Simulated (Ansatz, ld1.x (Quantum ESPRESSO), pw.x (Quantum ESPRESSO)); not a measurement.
**boron: one change to the PAW potential, in the atom and in the bcc crystal**

boron, PAW, made with ld1.x (Quantum ESPRESSO) 7.5 (PBE, scalar-relativistic). Core [He], reference 2s2 2p1. Waves: 2s (bound): rcut 1.25, rcutus 1.40 bohr; 2s channel at 0.5 Ry: rcut 1.25, rcutus 1.40 bohr; 2p (bound): rcut 1.95, rcutus 2.15 bohr; 2p channel at 0.4 Ry: rcut 1.95, rcutus 2.15 bohr; 3d channel at 0.1 Ry: rcut 1.45, rcutus 2.00 bohr; 3d channel at 0.7 Ry: rcut 1.45, rcutus 2.00 bohr. Local part: all-electron potential smoothed inside 1.90 bohr (lloc = -1). Core correction: none. Augmentation charge: PSQ, inside the norm-conserving radii.

Change: all radii scaled by about 1.23 (s 1.72, p 2.64, d 2.44 bohr, rcut 1.54/2.38/1.78); local potential all-electron potential smoothed inside 2.32 bohr (lloc = -1).

Cutoffs, loose and tight: the cutoffs (Ry, on a coarse ladder) from which the occupation-weighted sum of valence levels, in a spherical-Bessel basis at the reference potential, stays within 10 and 1 mRy of its value at 400 Ry. They do not see the model core or the augmentation charge, which bear on the density cutoff. Test errors are all-electron minus pseudo excitation energies from the reference, over the configurations 2s2 2p0; 2s1 2p0; 2s2 2p0.5; 2s1 2p1; 2s2 2p1.3; 2s1 2p2; 2s0 2p3; variants that change the core or the reference have their own tests.

Crystal test: bcc B in pw.x 7.5, no spin, 18³ k-points, Fermi–Dirac smearing 0.01 Ry, cutoffs set for each file from its atomic test. The reference is all-electron LAPW (Ansatz 0.2.0) with the same functional, mesh and smearing; V0 and B0 come from Birch–Murnaghan fits to the pressures at five volumes. Errors are pseudo minus all-electron; Δ is the rms difference of the E(V) curves that follow from these fits, minima aligned, over ±6 % about the mean V0. Mesh and smearing are coarse, so the numbers serve the comparison and aren't converged zero-temperature values; the lattice is a test structure that the element need not adopt.

All-electron: a0 = 2.308 Å (V0 = 6.15 Å³/atom), B0 = 225.7 GPa.

Q: Does the change bring the crystal closer to the all-electron result?

A: The mean pressure error goes from +0.65 to +4.03 GPa, so the change moves the solid further from the all-electron pressures.

| quantity | base | changed |
| --- | --- | --- |
| outcome (atom) | generated | generated |
| cutoff, loose (atom) | 12 Ry | 8 Ry |
| cutoff, tight (atom) | 18 Ry | 10 Ry |
| bound ghosts (atom) | none | none |
| largest test error (meV) (atom) | -3.8 | -5.7 |
| cutoffs in pw.x (Ry) | 40/320 | 40/320 |
| a0 (Å) | 2.311 | 2.321 |
| a0 error (%) | +0.10 | +0.55 |
| B0 error (%) | +0.1 | +4.8 |
| Δ (meV/atom) | 0.9 | 5.3 |
| mean pressure error (GPa) | +0.65 | +4.03 |

Base: The largest radius (2.15 bohr) exceeds half the bond length (1.89 bohr), so the spheres overlap, which is one possible source of error among others. Changed file: The largest radius (2.64 bohr) exceeds half the bond length (1.89 bohr), so the spheres overlap, which is one possible source of error among others. This is a poor potential for the solid. The atomic cutoffs weigh occupied waves only.
